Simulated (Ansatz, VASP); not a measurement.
One calculation of Ga, two programs

```
Ga
1.0
    -1.35614    1.35614    2.26404
     1.35614   -1.35614    2.26404
     1.35614    1.35614   -2.26404
Ga
1
Cartesian
  0.0000 0.0000 0.0000
```

Change from the starting cell: volume scaled by 0.94.

Alike in both runs: task single point; functional PBE; k mesh 13 × 13 × 13; occupations fermi-dirac, width 0.05 eV; no spin polarisation.

```csv
,VASP,Ansatz
version,VASP 6.6.1,Ansatz 0.2.0
potentials or method,"VASP PAW PBE potentials, release 64 (Ga_d), cutoff 520 eV","all-electron LAPW, scalar-relativistic"
```

|  | VASP | Ansatz | Ansatz less VASP |
| --- | --- | --- | --- |
| gap on the k mesh at the Fermi level (eV) | none | none | - |
| pressure (GPa) | 8.5 | 8.4 | -0.07 |
| largest component of the traceless stress (GPa) | 0.92 | 0.87 | -0.042 |

A gap of «none» marks a metal or a gap that the smearing closes. Ansatz ran all-electron here, so the differences hold the error of VASP's frozen core and of both bases.
